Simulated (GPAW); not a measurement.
Runs of GPAW 26.7.0 on Sn. The structure is cubic, space group Fd-3m (No. 227). Conventional cell: a = 6.467 Å, b = 6.467 Å, c = 6.467 Å, α = 90.00°, β = 90.00°, γ = 90.00°. Sn (site symmetry -43m) has 4 Sn at 2.80 Å as nearest neighbours. This isn't the form of Sn at room conditions, which is tetragonal (white tin).

| task | level | potentials or basis | band path | band points | data set | pressure (GPa) | V0 of scaled cells (Å³/atom) | B0 (GPa) |
| --- | --- | --- | --- | --- | --- | --- | --- | --- |
| band structure | LDA | JTH PAW 2.0, LDA, pw | GXWKGLUWLK,UX | 60 | Sn jth | (c) | - | - |
| equation of state | C09-vdW | GPAW PAW data sets (gpaw-data 1.2.1), pw | - | - | - | - | (a) | 40 |
| equation of state | PBEsol+D3 | PAW data sets generated in the run's folder for this functional, pw | - | - | - | - | (b) | 45 |
| equation of state | LDA | JTH PAW 2.0, LDA, pw | - | - | Sn jth | - | 33.95 | 44 |
| equation of state | SOGGA | PAW data sets generated in the run's folder for this functional, pw | - | - | - | - | 34.75 | 42 |
| band structure | LDA | PAW data sets generated in the run's folder for this functional, pw | GXWKGLUWLK,UX | 60 | - | -0.1 | - | - |

Alike in all rows: no spin polarisation; cell as given; k mesh 6 × 6 × 6; cutoff (eV) 600; smearing fermi-dirac 0.05 eV.

Q: Fill in the values left out.

A: (a) 35.40; (b) 34.31; (c) 0.1.

Caveats: the program truncates these outside data sets (some runs); the PAW data sets were made with another functional, which shifts forces and pressure a little (some runs).

Runs at the PBE level aren't shown here.
